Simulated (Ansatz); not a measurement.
Here is an Ansatz 0.2.0 calculation.

The input input.yaml:

```yaml
crystal:
  lattice:
    - [0.0, 3.39084, 3.39084]
    - [3.39084, 0.0, 3.39084]
    - [3.39084, 3.39084, 0.0]
  atoms:
    - { symbol: Sn, position: [0.0, 0.0, 0.0] }
    - { symbol: Se, position: [0.75, 0.75, 0.75] }
hamiltonian:
  xc: pbe
  pseudopotentials: { kind: paw }
kpoints:
  mp_grid: { grid: [7, 7, 7] }
scf:
  occupations: { method: fermi_dirac, width: 0.05 }
output:
  forces: true
  stress: true
  eigenvalues: true
  write_density: true
  write_potential: true
  elf: true
  volumetric_format: npy
```

Potentials or basis: Ansatz PAW.

The run is started by

```console
$ ansatz run input.yaml --threads 2 --pin off --max-ram 5632MiB --backend cpu --events-out ev --progress --plain --runs-dir out
```

Problem. Predict the band gap on the k mesh.

Solution. 0.30 eV, indirect (least direct gap 0.74 eV).

Problem. Estimate the pressure.

Solution. 0.0 GPa.

Caveat: odd divisions of the mesh miss points on the zone boundary, where band edges often lie, so the gap on the mesh can be too wide; spin-orbit coupling is left out, which moves the levels of the heavy elements. A k mesh can miss the band edges.
